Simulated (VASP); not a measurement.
A run of VASP 6.6.1 is set up as follows.

The input INCAR:

```
  PREC = Accurate
  ENCUT = 520
  EDIFF = 1E-6
  ISMEAR = 0
  SIGMA = 0.03
  LREAL = False
  LASPH = True
  NELM = 80
  ALGO = Normal
  ISIF = 2
  LWAVE = False
  LCHARG = False
  LMAXMIX = 4
  GGA = PS
  NBANDS = 54
  ICORELEVEL = 1
  KPAR = 4
```

The input KPOINTS:

```
Automatic mesh
0
Gamma
  6 6 6
```

POSCAR

```
ScAl3N4                                 
1.0
    0.0000000000     -0.0000000000     -4.9967916642
    3.2389897217      5.6100947755     -0.0000000000
    3.2088652877     -5.5927024254     -0.0000000000
  Sc              Al              N             
     2     6     8
Direct
     0.0117162631638771    0.1611732858954123    0.3223465617908380
     0.5117162631638771    0.3388267141045877    0.6776534382091620
     0.0024647943862851    0.1639404616544799    0.8349801633879478
     0.0057029881275662    0.6653236901852467    0.3306473703704998
     0.0024647943862851    0.6710397117334546    0.8349801633879620
     0.5024647943862851    0.3360595383455202    0.1650198366120522
     0.5057029881275662    0.8346763098147533    0.6693526296295003
     0.5024647943862851    0.8289602882665454    0.1650198366120380
     0.5873125430282027    0.1587733932758603    0.3175467765516488
     0.6247567784015128    0.1543766847447623    0.8451850265016239
     0.6208250601047479    0.6675525424240802    0.3351050748481596
     0.6247567784015128    0.6908083517568269    0.8451850265015954
     0.0873125430282026    0.3412266067241397    0.6824532234483512
     0.1247567784015128    0.3456233152552377    0.1548149734983761
     0.1208250601047479    0.8324474575759198    0.6648949251518405
     0.1247567784015128    0.8091916482431731    0.1548149734984045
```

KPOINTS_OPT

```
explicit points
6
Reciprocal
 0.0000000000  0.0000000000  0.0000000000 1
 0.5000000000  0.0000000000  0.0000000000 1
 0.5000000000  0.3333333333  0.3333333333 1
 0.0000000000  0.3333333333  0.3333333333 1
 0.5000000000  0.5000000000  0.0000000000 1
 0.0000000000  0.5000000000  0.0000000000 1
```

Potentials or basis: VASP PAW PBE potentials, release 64 (Sc_sv, Al, N).

The run is started by

```bash
$ cat potpaw_PBE.64/Sc_sv/POTCAR potpaw_PBE.64/Al/POTCAR potpaw_PBE.64/N/POTCAR > POTCAR
$ mpirun -np 4 vasp_std > vasp.out
```

(1) Estimate the largest force.

(2) Predict the band gap along the path.

Answers

(1) 0.004 eV/Å.

(2) 3.55 eV, indirect (least direct gap 3.62 eV).

Caveat: the PAW data sets were made with another functional, which shifts forces and pressure a little.
